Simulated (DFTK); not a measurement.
AgBr under changes of volume

One of the cells (23.644 Å³/atom); the others are scaled copies at fixed shape and fractional positions:

```xyz
2
Lattice="0.0000 2.8702 2.8702 2.8702 0.0000 2.8702 2.8702 2.8702 0.0000" Properties=species:S:1:pos:R:3 pbc="T T T"
Ag    0.0000    0.0000    0.0000
Br    2.8702    2.8702    2.8702
```

| Item | Value |
| --- | --- |
| Program | DFTK 0.8.2 |
| Functional | PBEsol |
| Potentials or basis | dojo.nc.sr.pbesol.v0_4_1.standard.upf (PBEsol) |
| Cutoff | 1116 eV |
| k mesh | 8 × 8 × 8 |
| Occupations | fermi-dirac, width 0.05 eV |
| Spin | no spin polarisation |

```csv
volume (Å³/atom),energy over the lowest point (meV/atom),pressure (GPa),gap on the mesh (eV)
22.225,?,?,?
22.698,0.00,0.3,0.50
23.171,0.62,-0.8,0.50
23.644,4.17,-1.7,0.50
24.116,10.27,-2.5,0.51
24.589,18.61,-3.2,0.52
25.062,28.91,-3.9,0.52
```

Problem. What does the run at 22.225 Å³/atom give?

Solution. Energy over the lowest point 2.72 meV/atom; pressure 1.5 GPa; gap on the mesh 0.50 eV.

Worked out: A Birch-Murnaghan fit of order 3 (a polynomial in V^(-2/3)) to the other rows has its minimum at 22.84 Å³/atom with B0 = V·E''(V) = 53 GPa and B' = 5.5. It gives 2.73 meV/atom at 22.225 Å³/atom, against the run's 2.72, and -dE/dV = 1.5 GPa, against 1.5. A straight line through the other rows of the gap, of slope 0.244 eV per unit of ln V, extrapolates to 0.49 eV, against the run's 0.50.

Energies are extrapolated to zero smearing.

A mesh can miss the band edges. Spin-orbit coupling on Ag, Br is left out.
